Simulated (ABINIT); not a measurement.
# LiCl (Fm-3m): changed settings of a GW run in ABINIT

Aim: change inputs of a GW run on LiCl (Fm-3m) and see what moves.

Calculated with ABINIT 10.8.3; PBE and many-body steps on it, plane waves.

### Step 1. Set-up

The structure is cubic, space group Fm-3m (No. 225). Conventional cell: a = 5.143 Å, b = 5.143 Å, c = 5.143 Å, α = 90.00°, β = 90.00°, γ = 90.00°. Nearest to Li lie 6 Cl at 2.57 Å. Nearest to Cl lie 6 Li at 2.57 Å. Farther neighbours and most contacts between anions are not listed.

The cell and positions come from the Crystallography Open Database and are kept as given unless a step says otherwise.

### Step 2. Screening, 6×6×6 mesh, 292 bands, screening to 304.8 eV

This step: ABINIT 10.8.3; RPA screening on PBE, plane waves, norm-conserving pseudopotentials.

The RPA dielectric matrix is built and inverted for each q.

run.abi reads:

```
acell 3*1.0 Angstrom
rprim 
  0.000000000000 2.571500000000 2.571500000000
  2.571500000000 0.000000000000 2.571500000000
  2.571500000000 2.571500000000 -0.000000000000
ntypat 2
znucl 3 17
natom 2
typat 1 2
xred 
  0.000000000000 0.000000000000 0.000000000000
  0.500000000000 0.500000000000 0.500000000000
pp_dirpath "pseudos"
pseudos "Li.upf, Cl.upf"
ecut 33
ngkpt 6 6 6
nshiftk 1
shiftk 0 0 0
kptopt 1
chksymbreak 0
istwfk *1
occopt 1
irdwfk 1
optdriver 3
nband 292
ecuteps 11.2
inclvkb 2
awtr 1
symchi 1
indata_prefix "in"
outdata_prefix "out"
tmpdata_prefix "tmp"
```

Command:

```console
> OMP_NUM_THREADS=1 mpirun -n 4 abinit run.abi > log
```

Log:

```text
.Version 10.8.3 of ABINIT. v10.8.2 released Aug 2026.

 Symmetries : space group Fm -3 m (#225); Bravais cF (face-center cubic)
[... echo of the input left out ...]
== DATASET  1 ==================================================================
-   mpi_nproc: 4, omp_nthreads: 1 (-1 if OMP is not activated)

--- !DatasetInfo
iteration_state: {dtset: 1, }
dimensions: {natom: 2, nkpt: 16, mband: 292, nsppol: 1, nspinor: 1, nspden: 1, mpw: 2092, }
cutoff_energies: {ecut:  33.0, pawecutdg:  -1.0, }
electrons: {nelect:   1.00000000E+01, charge:   0.00000000E+00, occopt:   1.00000000E+00, tsmear:   1.00000000E-02, }

 SCREENING: Calculation of the susceptibility and dielectric matrices

 Based on a program developped by R.W. Godby, V. Olevano, G. Onida, and L. Reining.
 Incorporated in ABINIT by V. Olevano, G.-M. Rignanese, and M. Torrent.
.Using double precision arithmetic ; gwpc =  8

[... cell and pseudopotentials left out ...]
--------------------------------------------------------------------------------

 ==== K-mesh for the wavefunctions ====
 Number of points in the irreducible wedge :    16
[... list of points left out ...]
 Together with 48 symmetry operations and time-reversal symmetry
 yields   216 points in the full Brillouin Zone.

 ==== Q-mesh for the screening function ====
 Number of points in the irreducible wedge :    16
[... list of points left out ...]
 Together with 48 symmetry operations and time-reversal symmetry
 yields   216 points in the full Brillouin Zone.

 setmesh: FFT mesh size selected  =    27x   27x   27
          total number of points  =        19683

 vcoul_init : cutoff-mode = AUXILIARY_FUNCTION
 q-points for optical limit:   1
     1)      0.000010    0.000020    0.000030

- screening: taking advantage of time-reversal symmetry
- Maximum band index for partially occupied states nbvw = 5
- Remaining bands to be divided among processors   nbcw = 287
- Number of bands treated by each node ~71

 Number of electrons calculated from density =   10.0000; Expected =   10.0000
 average of density, n =  0.043573
 r_s =    1.7629
 omega_plasma =   20.1355 [eV]

 calculating chi0 at frequencies [eV] :
  1    0.000000E+00    0.000000E+00
  2    0.000000E+00    2.013550E+01

--------------------------------------------------------------------------------
  q-point number  1        q = ( 0.000000, 0.000000, 0.000000) [r.l.u.]
--------------------------------------------------------------------------------
[... chi0 elements left out ...]
 For q-point:  0.000010 0.000020 0.000030
  dielectric constant =   2.7540
  dielectric constant without local fields =   3.2521

  Average fulfillment of the sum rule on Im[epsilon] for q-point    1 :     92.67  [%]
[... wings left out ...]
  q-point number  2        q = ( 0.166667, 0.000000, 0.000000) [r.l.u.]
--------------------------------------------------------------------------------
[... chi0 elements left out ...]
  Average fulfillment of the sum rule on Im[epsilon] for q-point    2 :     94.37  [%]

 [... 14 further q-points ...]
```

Wall time 5.9 min (4 MPI ranks of Arm Neoverse V1, shared host); peak memory 2.3 GiB.

This step gave:

```
ε∞ with local fields, on this mesh, along the program's q direction : 2.754
the same without local fields                                       : 3.252
plasma frequency                                                    : 20.14 eV
plane waves in the screening matrix                                 : 411
```

Local fields lower ε∞ by 15 %.

### Step 3. Base

The self-energy is evaluated for the states that the input lists, and the levels follow from it, in one-shot runs by the linearised quasiparticle equation.

This step: G0W0 on PBE, plane waves, norm-conserving pseudopotentials.

Edit run.abi of step 2 so:

```diff
@@ -23,8 +23,15 @@
 irdwfk 1
-optdriver 3
+optdriver 4
 nband 292
+gwcalctyp 0
+ecutsigx 33
+symsigma 1
+nkptgw 1
+kptgw 
+  0.0000000000 0.0000000000 0.0000000000
+bdgw 
+  3 9
 ecuteps 11.2
-inclvkb 2
-awtr 1
-symchi 1
+irdscr 1
+ppmodel 1
 indata_prefix "in"
```

Log:

```text
.Version 10.8.3 of ABINIT. v10.8.2 released Aug 2026.

 Symmetries : space group Fm -3 m (#225); Bravais cF (face-center cubic)
[... echo of the input left out ...]
== DATASET  1 ==================================================================
-   mpi_nproc: 4, omp_nthreads: 1 (-1 if OMP is not activated)

--- !DatasetInfo
iteration_state: {dtset: 1, }
dimensions: {natom: 2, nkpt: 16, mband: 292, nsppol: 1, nspinor: 1, nspden: 1, mpw: 2092, }
cutoff_energies: {ecut:  33.0, pawecutdg:  -1.0, }
electrons: {nelect:   1.00000000E+01, charge:   0.00000000E+00, occopt:   1.00000000E+00, tsmear:   1.00000000E-02, }

 SIGMA: Calculation of the GW corrections

 Based on a program developped by R.W. Godby, V. Olevano, G. Onida, and L. Reining.
 Incorporated in ABINIT by V. Olevano, G.-M. Rignanese, and M. Torrent.
.Using double precision arithmetic ; gwpc =  8

[... cell and pseudopotentials left out ...]
--------------------------------------------------------------------------------

 ==== K-mesh for the wavefunctions ====
 Number of points in the irreducible wedge :    16
[... list of points left out ...]
 Together with 48 symmetry operations and time-reversal symmetry
 yields   216 points in the full Brillouin Zone.

 ==== Q-mesh for screening function ====
 Number of points in the irreducible wedge :    16
[... list of points left out ...]
 Together with 48 symmetry operations and time-reversal symmetry
 yields   216 points in the full Brillouin Zone.

 vcoul_init : cutoff-mode = AUXILIARY_FUNCTION
 q-points for optical limit:   1
     1)      0.000010    0.000020    0.000030
 setmesh: FFT mesh size selected  =    36x   36x   36
          total number of points  =        46656

 Number of electrons calculated from density =   10.0000; Expected =   10.0000
 average of density, n =  0.043573
 r_s =    1.7629
 omega_plasma =   20.1355 [eV]

 === KS Band Gaps ===
  >>>> For spin  1
   Minimum direct gap =   6.2845 [eV], located at k-point      :   0.0000  0.0000  0.0000
   Fundamental gap    =   6.2845 [eV], Top of valence bands at :   0.0000  0.0000  0.0000
                                       Bottom of conduction at :   0.0000  0.0000  0.0000
 SIGMA fundamental parameters:
 PLASMON POLE MODEL  1
 number of plane-waves for SigmaX                 2085
 number of plane-waves for SigmaC and W            411
 number of plane-waves for wavefunctions          2085
 number of bands                                   292
 number of independent spin polarizations            1
 number of spinorial components                      1
 number of k-points in IBZ                          16
 number of q-points in IBZ                          16
 number of symmetry operations                      48
 number of k-points in BZ                          216
 number of q-points in BZ                          216
 number of frequencies for dSigma/dE                 9
 frequency step for dSigma/dE [eV]                0.25
 number of omega for Sigma on real axis              0
 max omega for Sigma on real axis  [eV]           0.00
 zcut for avoiding poles [eV]                     0.10

 EPSILON^-1 parameters (SCR file):
 dimension of the eps^-1 matrix on file            411
 dimension of the eps^-1 matrix used               411
 number of plane-waves for wavefunctions          2085
 number of bands                                   292
 number of q-points in IBZ                          16
 number of frequencies                               2
 number of real frequencies                          1
 number of imag frequencies                          1

 matrix elements of self-energy operator (all in [eV])

 Perturbative Calculation

--- !SelfEnergy_ee
iteration_state: {dtset: 1, }
kpoint     : [   0.000,    0.000,    0.000, ]
spin       : 1
KS_gap     :    6.285
QP_gap     :    9.040
Delta_QP_KS:    2.755
data: !SigmaeeData |
     Band     E0 <VxcDFT>   SigX SigC(E0)      Z dSigC/dE  Sig(E)    E-E0       E
        3   0.193 -14.693 -19.029   1.735   0.802  -0.247 -16.778  -2.085  -1.892
        4   0.193 -14.693 -19.029   1.735   0.802  -0.247 -16.778  -2.085  -1.892
        5   0.193 -14.693 -19.029   1.735   0.802  -0.247 -16.778  -2.085  -1.892
        6   6.477  -9.170  -4.732  -3.646   0.846  -0.181  -8.500   0.670   7.147
        7  11.985  -9.607  -4.365  -3.857   0.840  -0.191  -8.444   1.162  13.147
        8  11.985  -9.607  -4.365  -3.857   0.840  -0.191  -8.444   1.162  13.147
        9  11.985  -9.607  -4.365  -3.857   0.840  -0.191  -8.444   1.162  13.147

== END DATASET(S) ==============================================================
================================================================================

 -outvars: echo values of variables after computation  --------
           etotal      0.0000000000E+00
            nband         292
             nkpt          16
          spgroup         225
 [... the other variables as echoed above ...]

 Calculation completed.
```

Run time: 66 s. Hardware: 4 MPI ranks; peak memory 2.5 GiB.

Numbers from this step:

- G0W0 gap on the points computed: 9.039 eV
- starting gap on the mesh: 6.285 eV
- k of the valence top: 0, 0, 0
- k of the conduction bottom: 0, 0, 0
- Z at the valence top: 0.802
- Z at the conduction bottom: 0.846
- least direct G0W0 gap on the computed points: 9.039 eV

The gap on the mesh goes from 6.28 eV to 9.04 eV, a correction of +2.75 eV.

### Step 4. Coulomb singularity

Edit run.abi of step 3 so:

```diff
@@ -36,2 +36,3 @@
 ppmodel 1
+gw_icutcoul 3
 indata_prefix "in"
```

Log:

```text
.Version 10.8.3 of ABINIT. v10.8.2 released Aug 2026.

 Symmetries : space group Fm -3 m (#225); Bravais cF (face-center cubic)
[... echo of the input left out ...]
== DATASET  1 ==================================================================
-   mpi_nproc: 4, omp_nthreads: 1 (-1 if OMP is not activated)

--- !DatasetInfo
iteration_state: {dtset: 1, }
dimensions: {natom: 2, nkpt: 16, mband: 292, nsppol: 1, nspinor: 1, nspden: 1, mpw: 2092, }
cutoff_energies: {ecut:  33.0, pawecutdg:  -1.0, }
electrons: {nelect:   1.00000000E+01, charge:   0.00000000E+00, occopt:   1.00000000E+00, tsmear:   1.00000000E-02, }

 SIGMA: Calculation of the GW corrections

 Based on a program developped by R.W. Godby, V. Olevano, G. Onida, and L. Reining.
 Incorporated in ABINIT by V. Olevano, G.-M. Rignanese, and M. Torrent.
.Using double precision arithmetic ; gwpc =  8

[... cell and pseudopotentials left out ...]
--------------------------------------------------------------------------------

 ==== K-mesh for the wavefunctions ====
 Number of points in the irreducible wedge :    16
[... list of points left out ...]
 Together with 48 symmetry operations and time-reversal symmetry
 yields   216 points in the full Brillouin Zone.

 ==== Q-mesh for screening function ====
 Number of points in the irreducible wedge :    16
[... list of points left out ...]
 Together with 48 symmetry operations and time-reversal symmetry
 yields   216 points in the full Brillouin Zone.

 vcoul_init : cutoff-mode = CRYSTAL
 q-points for optical limit:   1
     1)      0.000010    0.000020    0.000030
 setmesh: FFT mesh size selected  =    36x   36x   36
          total number of points  =        46656

 Number of electrons calculated from density =   10.0000; Expected =   10.0000
[...]
number of q-points in BZ                          216
 number of frequencies for dSigma/dE                 9
 frequency step for dSigma/dE [eV]                0.25
 number of omega for Sigma on real axis              0
 max omega for Sigma on real axis  [eV]           0.00
 zcut for avoiding poles [eV]                     0.10

 EPSILON^-1 parameters (SCR file):
 dimension of the eps^-1 matrix on file            411
 dimension of the eps^-1 matrix used               411
 number of plane-waves for wavefunctions          2085
 number of bands                                   292
 number of q-points in IBZ                          16
 number of frequencies                               2
 number of real frequencies                          1
 number of imag frequencies                          1

 matrix elements of self-energy operator (all in [eV])

 Perturbative Calculation

--- !SelfEnergy_ee
iteration_state: {dtset: 1, }
kpoint     : [   0.000,    0.000,    0.000, ]
spin       : 1
KS_gap     :    6.285
QP_gap     :    8.954
Delta_QP_KS:    2.670
data: !SigmaeeData |
     Band     E0 <VxcDFT>   SigX SigC(E0)      Z dSigC/dE  Sig(E)    E-E0       E
        3   0.193 -14.693 -18.674   1.622   0.806  -0.241 -16.594  -1.900  -1.708
        4   0.193 -14.693 -18.674   1.622   0.806  -0.241 -16.594  -1.900  -1.708
        5   0.193 -14.693 -18.674   1.622   0.806  -0.241 -16.594  -1.900  -1.708
        6   6.477  -9.170  -4.732  -3.533   0.851  -0.176  -8.400   0.770   7.247
        7  11.985  -9.607  -4.365  -3.745   0.844  -0.185  -8.343   1.264  13.248
        8  11.985  -9.607  -4.365  -3.745   0.844  -0.185  -8.343   1.264  13.248
        9  11.985  -9.607  -4.365  -3.745   0.844  -0.185  -8.343   1.264  13.248

== END DATASET(S) ==============================================================
================================================================================

 -outvars: echo values of variables after computation  --------
           etotal      0.0000000000E+00
            nband         292
             nkpt          16
          spgroup         225
 [... the other variables as echoed above ...]

 Calculation completed.
```

Elapsed: 66 s, on 4 MPI ranks; peak memory 2.5 GiB.

Numbers from this step:

* G0W0 gap on the points computed: 8.955 eV
* starting gap on the mesh: 6.285 eV
* k of the valence top: 0, 0, 0
* k of the conduction bottom: 0, 0, 0
* Z at the valence top: 0.806
* Z at the conduction bottom: 0.851
* least direct G0W0 gap on the computed points: 8.955 eV

Against G0W0 in ABINIT (6×6×6 mesh, 292 bands, screening to 304.8 eV, Godby-Needs plasmon pole), the gap moves by −0.084 eV.

### Step 5. The runs together

Times are wall times on 4 MPI ranks of Arm Neoverse V1, shared host, good to a factor of about two. A run's time includes the screening step that it read.

```tsv
run	mesh	bands	screening cutoff (eV)	DFT gap (eV)	gap on the mesh (eV)	direct (eV)	ε∞ used	time
base	6×6×6	292	304.8	6.285	9.039	9.039	2.75	7 min
Coulomb singularity	6×6×6	292	304.8	6.285	8.955	8.955	2.75	7 min
```

### Step 6. What came out

```
base                : 9.039 eV
Coulomb singularity : 8.955 eV
known limits        : not at the basis limit
```

What this shows: Coulomb singularity: −0.084 eV against base (keys changed: gw_icutcoul). Bands and cutoff are finite, so the gap is not at the basis limit. The miss can reach some tenths of an eV and take either sign; the mesh is an error of its own. In the G0W0 runs levels were corrected at 1 k point alone, so a gap called «on the mesh» is the least over those, and an edge elsewhere would be missed.

[Paths, hosts, dates, memory and timing lines, banners, echoed tables and standing remarks are left out of the program output.]

[Logs are printed without paths, hosts, clocks, repeated set-up lines and the standing remarks that a program may print on its own settings, such as how far it seeks lower states.]

[Runs of the session that timed out or met a known fault of the program may be left out.]

[Hosts, paths, dates, database ids (printed as entryN), source tags and the programs' standing remarks are cut or masked in the printed files.]

[G0W0 gaps are taken among the corrected bands and points alone; a level outside them can change the order at an edge.]

[Where Ansatz stands beside ABINIT at settings called matched, ABINIT's density can come from a denser mesh and the files from another edition; pairs whose starting gaps differed by over 0.03 eV were left out, so agreement reads better than it is.]
